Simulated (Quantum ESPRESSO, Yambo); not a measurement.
Planning a run of Yambo 5.3.0 on NaF (Villiaumite). The input:

```
optics
bss
bse
em1s
dipoles
rim_cut
RandQpts= 1000000
RandGvec= 1 RL
Chimod= "HARTREE"
BSKmod= "SEX"
BSEmod= "resonant"
BSSmod= "d"
BSENGexx= 20 Ry
BSENGBlk= 4 Ry
% BSEQptR
 1 | 1 |
%
% BSEBands
 6 | 9 |
%
% BEnRange
 0 | 13 | eV
%
% BDmRange
 0.1 | 0.1 | eV
%
BEnSteps= 131
% BLongDir
 1 | 0 | 0 |
%
% BndsRnXs
 2 | 16 |
%
NGsBlkXs= 4 Ry
% LongDrXs
 1 | 1 | 1 |
%
% KfnQP_E
 4.004 | 1.0 | 1.0 |
%
WRbsWF
FFTGvecs= 34 Ry
```

The database entry behind the starting cell differs from later determinations by our own check (0.1 to 0.3 % short, probably kX units), so it need not match the best structure at ambient conditions.

```sh
OMP_NUM_THREADS=1 mpirun -n 4 yambo -F bse9.in -J bse9 -C bse9 > bse9.log
```

The stored states that it reads are on a 10×10×10 mesh. The structure is cubic, space group Fm-3m (No. 225). Conventional cell: a = 4.620 Å, b = 4.620 Å, c = 4.620 Å, α = 90.00°, β = 90.00°, γ = 90.00°. Na has 6 F at 2.31 Å nearest. F has 6 Na at 2.31 Å nearest. Farther neighbours and most contacts between anions are not listed.

Q: Estimate wall time and host memory on 4 MPI ranks of Arm Neoverse V1, shared host.

It took 1.9 min; on shared hardware allow 58 s to 3.9 min. Peak host memory was 1.7 GiB.

The kernel grows as the square of the matrix size, and full diagonalisation as its cube.

[Paths, hosts, dates, memory and timing lines, banners, echoed tables and standing remarks are left out of the program output.]

[Logs are printed without paths, hosts, clocks, repeated set-up lines and the standing remarks that a program may print on its own settings, such as how far it seeks lower states.]

[Runs of the session that timed out or met a known fault of the program may be left out.]

[Hosts, paths, dates, database ids (printed as entryN), source tags and the programs' standing remarks are cut or masked in the printed files.]
